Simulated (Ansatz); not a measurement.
# Ionic part of the dielectric constant of BN at 9 GPa, mode by mode

These are results of DFT PBEsol, scalar-relativistic, plane waves, PAW (Ansatz 0.2.0), not measurements. Settings: 420 eV plane-wave cutoff, Γ-centred 12×12×12 mesh, fixed occupations. No spin polarisation. Phonons by linear response, acoustic sum rule imposed.

It takes space group R3m (No. 160, trigonal). The conventional cell has a = 2.487 Å, b = 2.487 Å, c = 8.601 Å, α = 90.00°, β = 90.00°, γ = 120.00°. B (site symmetry 3m) is surrounded by 3 N at 1.44 Å. N (site symmetry 3m) has 3 B at 1.44 Å as nearest neighbours.

The crystal is built of layers and no dispersion correction was added, so the binding between them is poorly described, and with it their spacing and whatever depends on it.

The primitive cell has V = 15.36 Å³ and ε∞,yy = 5.329. Each polar mode adds Δε = (4.92064×10⁷/V)·S/ν² along y, with S its oscillator strength in e²/amu, ν in cm⁻¹ and V in Å³.

Q: From these modes, find each Δε and ε0,yy.
| ν (cm⁻¹) | S_yy (e²/amu) |
| --- | --- |
| 695.9 | 0.00047 |
| 1399.9 | 0.2921 |
| 1399.9 | 0.8789 |

A:
```csv
ν (cm⁻¹),Δε
695.9,0.00
1399.9,0.48
1399.9,1.44
```

The sum is 1.917, so ε0,yy = 7.25; the run's tensor has 7.25.

This form isn't the usual stable structure of the compound at low pressure.

Cost: 1 run of about 1.4 core-minutes, on Arm Neoverse V1 (shared hosts).